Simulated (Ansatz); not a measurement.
This is a one-shot G0W0 calculation with the plane-wave code Ansatz on rocksalt BaO; the level of theory is G0W0@LDA with 160 empty bands, a screening cutoff of 140 eV and a 4×4×4 mesh. The cell was relaxed beforehand with r2SCAN.

input.yaml:
```yaml
crystal:
  lattice:
    - [0.0, 2.7719426821, 2.7719426821]
    - [2.7719426821, 0.0, 2.7719426821]
    - [2.7719426821, 2.7719426821, 0.0]
  atoms:
    - { symbol: Ba, position: [0.0, 0.0, 0.0] }
    - { symbol: O, position: [0.5, 0.5, 0.5] }
kpoints:
  mp_grid: { grid: [4, 4, 4] }
hamiltonian:
  xc: lda
scf:
  occupations: { method: fixed }
gw:
  n_empty_bands: 160
  ecut_chi: 140
  qp_bands: [v2, c2]
  qp_kpoints: band_edges
  screening: { model: contour_deformation }
```

Command: `ansatz run input.yaml --threads 2 --pin off --max-ram 3686MiB --backend cpu --events-out ev --progress --plain --runs-dir out`. Wall time 9.4 s on 2 threads of Arm Neoverse V1, on a shared host, load about 0.3 per core; peak host memory 0.34 GiB.

Abridged output:
```
Functional definition: SPW92
Crystal: 2 atoms, lattice volume = 42.597 Å³
Basis set: ecut = 420 eV, 869 PW (Γ)
Bands: 12, of which v1, the nominal top of the filled ones, is band 8 counted from 1 (7 counted from 0)
Symmetry: 48 space group operations
Space group: Fm-3m (ITA 225)
k-points: 8 of 64
preconditioner: auto → none  [insulator: Δε(μ)=1.659 eV  ℏωp=21.3 eV]
Free energy (F): -6337.561926 eV
Fermi energy:    8.158232 eV
--- G₀W₀: contour deformation, 6 samples at zero and on the imaginary axis and 2 off it, 64 q-points, 160 empty bands' worth ---
    ik  band        ε_KS         Σx   Σc(E_QP)       V_xc       Z   E_QP_lin       E_QP  E_QP is
     0     7      7.7012   -24.2897     4.3518   -19.3903  0.7188     7.1467     7.1536  root
     0     8      7.7012   -24.2897     4.3518   -19.3903  0.7188     7.1467     7.1536  root
     0     9     11.5023    -6.6520    -4.0086   -11.5287  0.8186    12.3826    12.3704  root
     0    10     12.8397    -6.1011    -4.4583   -11.5284  0.8049    13.8212    13.8086  root
     3     7      7.7398   -24.2221     4.2682   -19.3936  0.7218     7.1723     7.1795  root
     3     8      7.7398   -24.2221     4.2682   -19.3936  0.7218     7.1723     7.1795  root
     3     9     11.0303    -5.3540    -4.1864   -10.3911  0.8178    11.8945    11.8810  root
     3    10     13.2194    -7.0475    -4.2998   -12.2920  0.8031    14.1776    14.1640  root
     5     7      6.7885   -23.0522     4.4952   -17.9358  0.7070     6.1557     6.1674  root
     5     8      7.7377   -23.8828     4.1041   -19.1976  0.7268     7.1490     7.1566  root
     5     9     12.6896    -6.9441    -4.3619   -12.3079  0.7911    13.7080    13.6915  root
     5    10     13.7589    -8.4340    -4.3778   -13.8293  0.7746    14.8046    14.7764  root
     6     7      7.9353   -24.6144     4.2263   -19.8429  0.7240     7.3836     7.3901  root
     6     8      8.1582   -24.8807     4.0773   -20.2449  0.7304     7.5933     7.5997  root
     6     9     10.0658    -5.2206    -3.9927    -9.9893  0.8223    10.8510    10.8418  root
     6    10     14.1417    -8.2830    -4.4032   -13.7532  0.8043    15.2311    15.2088  root
     7     7      7.9372   -24.2980     4.0660   -19.6617  0.7292     7.3600     7.3670  root
     7     8      7.9372   -24.2980     4.0660   -19.6617  0.7292     7.3600     7.3670  root
     7     9     12.5817    -6.6646    -4.3774   -12.0230  0.7975    13.5839    13.5627  root
     7    10     12.5817    -6.6646    -4.3774   -12.0230  0.7975    13.5839    13.5627  root
```

The points are ik 0 = (0, 0, 0) (Γ), ik 3 = (0, 1/4, 1/4), ik 5 = (0, 1/4, -1/4), ik 6 = (0, -1/2, -1/2), ik 7 = (1/4, -1/2, -1/4); band 8 is the last filled one.

The quasiparticle gap on this mesh is 3.24 eV (direct at k = (0, -1/2, -1/2)), against 1.91 eV from LDA: +1.33 eV. Renormalisation factors Z lie between 0.71 and 0.82. G0W0 values are finite-basis, finite-mesh values.

Calculated for a static, non-magnetic cell.

The runs are scalar-relativistic, without spin-orbit coupling.
